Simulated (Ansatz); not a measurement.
# ZnS (Wurtzite-2H) (P6_3mc) in Ansatz: notebook, part 2 of 2

Ansatz 0.2.0. Earlier steps stand in the parts before.

**3. Single point, BLYP+D3(BJ), 18.43 Å³/atom (volume scaled by 0.94)**

File input.yaml:

```yaml
crystal:
  lattice:
    - [3.7332026603, 0.0, 0.0]
    - [-1.8666013302, 3.2330483413, 0.0]
    - [0.0, 0.0, 6.1067398017]
  atoms:
    - { symbol: Zn, position: [0.6666666667, 0.3333333333, 0.5] }
    - { symbol: Zn, position: [0.3333333333, 0.6666666667, 0.0] }
    - { symbol: S, position: [0.6666666667, 0.3333333333, 0.885] }
    - { symbol: S, position: [0.3333333333, 0.6666666667, 0.385] }
hamiltonian:
  xc: blyp
  pseudopotentials: { kind: paw }
  dispersion: d3bj
kpoints:
  mp_grid: { grid: [8, 8, 5] }
scf:
  occupations: { method: fermi_dirac, width: 0.05 }
output:
  forces: true
  stress: true
  eigenvalues: true
```

Potentials or basis: Ansatz PAW.

The run is started by

```sh
$ ansatz run input.yaml --threads 2 --pin off --max-ram 5120MiB --backend cpu --events-out ev --progress --plain --runs-dir out
```

The program printed:

```text
Warning: RAYON_NUM_THREADS=2 ignored (pool sized by the plan → 2); use --threads N
Engine: ansatz 0.2.0, aarch64-unknown-linux-gnu
Pseudopotentials: kind: paw
Pseudopotential: Zn, paw, valence charge 12, recommended cutoff 420 eV (normal), Zn.paw.azcp
Pseudopotential: S, paw, valence charge 6, recommended cutoff 420 eV (normal), S.paw.azcp
Functional definition: BLYP
  parameter beta = 0.0042
  parameter a = 0.04918
  parameter b = 0.132
  parameter c = 0.2533
  parameter d = 0.349
  exchange = b88_x(beta = beta)
  correlation = lyp_c(a = a, b = b, c = c, d = d)
Crystal: 4 atoms, lattice volume = 73.706 Å³
Basis set: ecut = 420 eV, 1449 PW (Γ), exchange–correlation on 50×50×90 points (8 copies of the dense FFT grid, shifted against one another)
Bands: 22, of which v1, the nominal top of the filled ones, is band 18 counted from 1 (17 counted from 0)
Symmetry: 12 space group operations
Space group: P63mc (ITA 186), of the structure as read, at distance tolerance 4.2e-5 Å
k-points: 30 of 320 (time reversal used)
Non-local potential: Zn, projectors of the file, l = 0: 2, l = 1: 2, l = 2: 3, l = 3: 1
Non-local potential: S, projectors of the file, l = 0: 2, l = 1: 2, l = 2: 2
PAW form: soft (Blöchl's): semilocal exchange-correlation on the pseudo side does not see the compensation charge
PAW frozen core: Zn, regenerated for the run's functional, and the local potential with it (the file was generated under x = pbe(κ = 0.804, μ = 0.2195149727645171), c = pbe(β = 0.06672455060314922))
PAW frozen core: S, regenerated for the run's functional, and the local potential with it (the file was generated under x = pbe(κ = 0.804, μ = 0.2195149727645171), c = pbe(β = 0.06672455060314922))
PAW one-centre angular grid: Zn, 590 points (default); XC on 64 Gauss nodes
PAW one-centre angular grid: S, 110 points (default); XC on 64 Gauss nodes
Initial density: superposition of atomic densities (neutral atoms: chi_scale 0, normalization atom), corrected by the library's trained network
Initial wavefunctions: pseudopotential atomic-orbital guess
Functional: x = b88, c = lyp
SCF iter   1: F=—  HF=-8476.168293 eV  |F-HF|=—  |Δ(HF+E_count)|=         —  Δρ=6.66e-3  dr2=4.02e-2  ethr=1.77e-3  ⟨swp⟩=5.8  Hψ=3189  notcnv=0
preconditioner: auto → Resta (q_TF=auto, 2.421 Å⁻¹)  ε∞=6.5  [insulator: Δε(μ)=2.591 eV  Ē_g=11.077 eV  σ=0.050 eV  W_gap=1.00  n_scr=22 (ndim 8)  ℏωp=26.0 eV  f_vac=0.030  D(μ)=0.00/eV (n_scr^D=0)  ε∞_Penn≈6.5]
SCF iter   2: F=—  HF=-8476.156086 eV  |F-HF|=—  |Δ(HF+E_count)|=   1.22e-2  Δρ=2.88e-3  dr2=7.97e-3  ethr=1.12e-4  ⟨swp⟩=2.8  Hψ=1423  notcnv=0
SCF iter   3: F=—  HF=-8476.153360 eV  |F-HF|=—  |Δ(HF+E_count)|=   2.73e-3  Δρ=9.44e-4  dr2=5.19e-4  ethr=2.21e-5  ⟨swp⟩=2.0  Hψ=1187  notcnv=0
SCF iter   4: F=—  HF=-8476.153334 eV  |F-HF|=—  |Δ(HF+E_count)|=   2.64e-5  Δρ=5.92e-4  dr2=2.56e-4  ethr=1.44e-6  ⟨swp⟩=2.0  Hψ=1140  notcnv=0
SCF iter   5: F=—  HF=-8476.153202 eV  |F-HF|=—  |Δ(HF+E_count)|=   1.32e-4  Δρ=1.84e-4  dr2=1.51e-5  ethr=7.10e-7  ⟨swp⟩=2.0  Hψ=1140  notcnv=0
SCF iter   6: F=—  HF=-8476.153258 eV  |F-HF|=—  |Δ(HF+E_count)|=   5.63e-5  Δρ=3.45e-5  dr2=9.14e-7  ethr=4.20e-8  ⟨swp⟩=2.1  Hψ=1102  notcnv=0
SCF iter   7: F=—  HF=-8476.153258 eV  |F-HF|=—  |Δ(HF+E_count)|=   1.14e-7  Δρ=1.49e-5  dr2=1.12e-7  ethr=2.54e-9  ⟨swp⟩=2.0  Hψ=1121  notcnv=0
SCF iter   8: F=-8476.153258 eV  HF=-8476.153258 eV  |F-HF|=2.62e-9  |Δ(HF+E_count)|=   9.12e-8  Δρ=1.46e-6  dr2=1.78e-9  ethr=2.78e-10  ⟨swp⟩=4.6  Hψ=2701  notcnv=0
SCF 1 converged in 8 iterations: F = -8476.153258 eV  dr2 = 1.78e-9
SCF converged after 8 iterations
Free energy (F): -8476.153258 eV
Harris-Foulkes:  -8476.153258 eV  (|F-HF|=2.62e-9)
Internal energy: -8476.153258 eV  (E = F + TS)
E sigma→0 (E₀):  -8476.153258 eV
Fermi energy:    8.370047 eV
--- Per-component energies (eV) ---
  E_band       = 46.002075
  E_kinetic    = 483.884220
  E_local      = -4001.935366  (includes V_loc(G=0)·N_el)
  E_nonlocal   = 1281.471125
  E_hartree    = 1680.248573
  E_xc         = -467.327540
  E_vxc        = -276.154259  (∫ρ·V_xc dr)
  E_paw        = -4889.089667  (= ΣΔE_a)
  E_vpaw       = -801.760334  (= ΣTr[D̂ρ^β])
  E_aug_tail   = -0.000755  (compensation charges beyond the density's cutoff)
  E_ewald      = -2560.431795
  E_disp       = -2.876368  (pairwise vdW)
  E_core_change = -0.095686  (= ΣΔE_core)
  E_smearing   = -0.000000  (= −TS)
  E_closure    = -0.000000  (closes the sum)
  Σ components = -8476.153258   (vs F -8476.153258, Δ=0.00e0)
--- Forces (eV/Å), atoms counted from 1 ---
  atom   1  Zn    -0.00000000    -0.00000000     0.42935432
  atom   2  Zn    -0.00000000     0.00000000     0.42935432
  atom   3  S      0.00000000    -0.00000000    -0.42935001
  atom   4  S      0.00000000     0.00000000    -0.42935001
  max |Σ_I F_I| component: 8.61e-6 eV/Å
--- Stress (GPa, compression-positive) ---
        6.270659       0.000000      -0.000000
        0.000000       6.270659      -0.000000
       -0.000000      -0.000000       3.415236
  P = ⅓ Tr σ = 5.3189 GPa (53.189 kbar)
--- Band table (eV; the first three rows and the last of 30) ---
  k-point 0: bands = ["-6.5496", "-5.5291", "0.3504", "0.3504", "0.4220", "0.4220", "0.4300", "0.8850", "0.8850", "0.9764", "0.9764", "1.1466", "1.5590", "6.1430", "6.1430", "7.0610", "7.0657", "7.0657", "9.6037", "10.1810", "13.3438", "13.3438"]
  k-point 1: bands = ["-6.4664", "-5.6444", "0.3545", "0.3545", "0.4124", "0.4124", "0.4238", "0.7635", "0.8959", "0.8959", "0.9699", "0.9699", "2.2904", "6.2243", "6.2243", "6.2747", "6.9697", "6.9697", "10.2531", "10.2929", "13.4019", "13.4019"]
  k-point 2: bands = ["-6.2367", "-5.9250", "0.3681", "0.3681", "0.3902", "0.3902", "0.4280", "0.5091", "0.9222", "0.9222", "0.9505", "0.9505", "3.4911", "4.8860", "6.4431", "6.4431", "6.7272", "6.7272", "10.5937", "10.8182", "13.5928", "13.6194"]
  k-point 29: bands = ["-5.2676", "-5.2190", "0.4929", "0.5474", "0.5601", "0.6299", "0.7538", "0.7567", "0.8970", "0.8997", "1.2400", "1.2957", "1.9653", "2.1106", "3.6565", "4.1691", "5.4556", "5.7047", "11.6030", "11.9396", "13.1913", "13.6724"]
```

It took 2.9 s on 2 threads of Arm Neoverse V1, shared host; peak memory 0.32 GiB.

What came out:

* Free energy: -8476.1533 eV
* Pressure: 5.3 GPa
* Largest force: 0.429 eV/Å
* Band gap on the k mesh: 2.54 eV, direct

Caveat: odd divisions of the mesh miss points on the zone boundary, where band edges often lie, so the gap on the mesh can be too wide; the PAW data sets come from PBE, with cores solved anew for the run's functional, which leaves a small shift of forces and pressure.

**4. Single point, BLYP+D3(BJ), 18.82 Å³/atom (volume scaled by 0.96)**

input.yaml, as its differences from that of step 3:

```diff
@@ -2,5 +2,5 @@
   lattice:
-    - [3.7332026603, 0.0, 0.0]
-    - [-1.8666013302, 3.2330483413, 0.0]
-    - [0.0, 0.0, 6.1067398017]
+    - [3.7594936861, 0.0, 0.0]
+    - [-1.8797468431, 3.2558170375, 0.0]
+    - [0.0, 0.0, 6.1497464286]
   atoms:
```

The run is started by

```sh
$ ansatz run input.yaml --threads 2 --pin off --max-ram 5120MiB --backend cpu --events-out ev --progress --plain --runs-dir out
```

Wall time 3 s (2 threads of Arm Neoverse V1, shared host); peak memory 0.32 GiB.

Results (log left out):

| Property | Result |
| --- | --- |
| Free energy | -8476.1955 eV |
| Pressure | 3.3 GPa |
| Largest force | 0.400 eV/Å |
| Band gap on the k mesh | 2.43 eV, direct |

Caveat: odd divisions of the mesh miss points on the zone boundary, where band edges often lie, so the gap on the mesh can be too wide; the PAW data sets come from PBE, with cores solved anew for the run's functional, which leaves a small shift of forces and pressure.

**5. Single point, BLYP+D3(BJ), 19.21 Å³/atom (volume scaled by 0.98)**

input.yaml, as its differences from that of step 4:

```diff
@@ -2,5 +2,5 @@
   lattice:
-    - [3.7594936861, 0.0, 0.0]
-    - [-1.8797468431, 3.2558170375, 0.0]
-    - [0.0, 0.0, 6.1497464286]
+    - [3.7854220481, 0.0, 0.0]
+    - [-1.8927110241, 3.2782716577, 0.0]
+    - [0.0, 0.0, 6.1921598132]
   atoms:
```

The run is started by

```sh
$ ansatz run input.yaml --threads 2 --pin off --max-ram 5120MiB --backend cpu --events-out ev --progress --plain --runs-dir out
```

It took 3 s on 2 threads of Arm Neoverse V1, shared host; peak memory 0.32 GiB.

Results (log left out):

* Free energy: -8476.2195 eV
* Pressure: 1.6 GPa
* Largest force: 0.373 eV/Å
* Band gap on the k mesh: 2.33 eV, direct

Caveat: odd divisions of the mesh miss points on the zone boundary, where band edges often lie, so the gap on the mesh can be too wide; the PAW data sets come from PBE, with cores solved anew for the run's functional, which leaves a small shift of forces and pressure.

**6. Single point, BLYP+D3(BJ), 19.60 Å³/atom**

input.yaml, as its differences from that of step 5:

```diff
@@ -2,5 +2,5 @@
   lattice:
-    - [3.7854220481, 0.0, 0.0]
-    - [-1.8927110241, 3.2782716577, 0.0]
-    - [0.0, 0.0, 6.1921598132]
+    - [3.811, 0.0, 0.0]
+    - [-1.9055, 3.3004228138, 0.0]
+    - [0.0, 0.0, 6.234]
   atoms:
@@ -22 +22,5 @@
   eigenvalues: true
+  write_density: true
+  write_potential: true
+  elf: true
+  volumetric_format: npy
```

Potentials or basis: Ansatz PAW.

The run is started by

```sh
$ ansatz run input.yaml --threads 2 --pin off --max-ram 5120MiB --backend cpu --events-out ev --progress --plain --runs-dir out
```

Wall time 4 s (2 threads of Arm Neoverse V1, shared host); peak memory 0.33 GiB.

It converged, with:

| Item | Value |
| --- | --- |
| Free energy | -8476.2271 eV |
| Pressure | 0.0 GPa |
| Largest force | 0.347 eV/Å |
| Band gap on the k mesh | 2.23 eV, direct |

Caveat: odd divisions of the mesh miss points on the zone boundary, where band edges often lie, so the gap on the mesh can be too wide; the PAW data sets come from PBE, with cores solved anew for the run's functional, which leaves a small shift of forces and pressure.

**7. Single point, BLYP+D3(BJ), 19.99 Å³/atom (volume scaled by 1.02)**

input.yaml, as its differences from that of step 6:

```diff
@@ -2,5 +2,5 @@
   lattice:
-    - [3.811, 0.0, 0.0]
-    - [-1.9055, 3.3004228138, 0.0]
-    - [0.0, 0.0, 6.234]
+    - [3.8362391461, 0.0, 0.0]
+    - [-1.9181195731, 3.3222805555, 0.0]
+    - [0.0, 0.0, 6.2752859714]
   atoms:
@@ -22,5 +22 @@
   eigenvalues: true
-  write_density: true
-  write_potential: true
-  elf: true
-  volumetric_format: npy
```

The run is started by

```sh
$ ansatz run input.yaml --threads 2 --pin off --max-ram 5120MiB --backend cpu --events-out ev --progress --plain --runs-dir out
```

Run time: 3 s. Hardware: 2 threads of Arm Neoverse V1, shared host; peak memory 0.32 GiB.

Results (log left out):

* Free energy: -8476.2200 eV
* Pressure: -1.4 GPa
* Largest force: 0.323 eV/Å
* Band gap on the k mesh: 2.13 eV, direct

Caveat: odd divisions of the mesh miss points on the zone boundary, where band edges often lie, so the gap on the mesh can be too wide; the PAW data sets come from PBE, with cores solved anew for the run's functional, which leaves a small shift of forces and pressure.

**8. Single point, BLYP+D3(BJ), 20.39 Å³/atom (volume scaled by 1.04)**

input.yaml, as its differences from that of step 7:

```diff
@@ -2,5 +2,5 @@
   lattice:
-    - [3.8362391461, 0.0, 0.0]
-    - [-1.9181195731, 3.3222805555, 0.0]
-    - [0.0, 0.0, 6.2752859714]
+    - [3.861150488, 0.0, 0.0]
+    - [-1.930575244, 3.3438544104, 0.0]
+    - [0.0, 0.0, 6.3160357234]
   atoms:
```

The run is started by

```sh
$ ansatz run input.yaml --threads 2 --pin off --max-ram 5120MiB --backend cpu --events-out ev --progress --plain --runs-dir out
```

Wall time 3 s (2 threads of Arm Neoverse V1, shared host); peak memory 0.33 GiB.

It converged, with:

* Free energy: -8476.1998 eV
* Pressure: -2.7 GPa
* Largest force: 0.300 eV/Å
* Band gap on the k mesh: 2.03 eV, direct

Caveat: odd divisions of the mesh miss points on the zone boundary, where band edges often lie, so the gap on the mesh can be too wide; the PAW data sets come from PBE, with cores solved anew for the run's functional, which leaves a small shift of forces and pressure.

**9. Single point, BLYP+D3(BJ), 20.78 Å³/atom (volume scaled by 1.06)**

input.yaml, as its differences from that of step 8:

```diff
@@ -2,5 +2,5 @@
   lattice:
-    - [3.861150488, 0.0, 0.0]
-    - [-1.930575244, 3.3438544104, 0.0]
-    - [0.0, 0.0, 6.3160357234]
+    - [3.8857444663, 0.0, 0.0]
+    - [-1.9428722331, 3.3651534204, 0.0]
+    - [0.0, 0.0, 6.356266335]
   atoms:
```

Potentials or basis: Ansatz PAW.

The run is started by

```sh
$ ansatz run input.yaml --threads 2 --pin off --max-ram 5120MiB --backend cpu --events-out ev --progress --plain --runs-dir out
```

It took 3 s on 2 threads of Arm Neoverse V1, shared host; peak memory 0.33 GiB.

It converged, with:

- Free energy: -8476.1677 eV
- Pressure: -3.8 GPa
- Largest force: 0.279 eV/Å
- Band gap on the k mesh: 1.94 eV, direct

Caveat: odd divisions of the mesh miss points on the zone boundary, where band edges often lie, so the gap on the mesh can be too wide; the PAW data sets come from PBE, with cores solved anew for the run's functional, which leaves a small shift of forces and pressure.

**10. Equation of state, BLYP+D3(BJ)**

Potentials or basis: Ansatz PAW.

This step only gathers the single runs of the series.

Results:

```
Equilibrium volume                        : 19.60 Å³/atom
Bulk modulus at fixed shape and positions : 75 GPa
Pressure derivative of the bulk modulus   : 4.5
```

Energy against volume, from the lowest point:
```tsv
volume (Å³/atom)	energy (meV/atom)
18.427	18.45
18.819	7.89
19.211	1.90
19.603	0.00
19.995	1.77
20.387	6.83
20.779	14.84
```

Caveat: the potentials were made for another functional, which shifts forces and pressure; the cell was scaled at fixed shape and fractional positions, which overstates the stiffness of a crystal with free parameters, most of all of layers and chains.

**11. Comparison with measurements**

Step 2. Against the measured gap of ZnS, 3.911 eV (direct; 4 K; a printed reference work, monograph), the calculated 2.25 eV is off by -1.66 eV. The value is that of PBE, without temperature or zero-point motion. Semilocal functionals fall short of measured gaps as a rule.
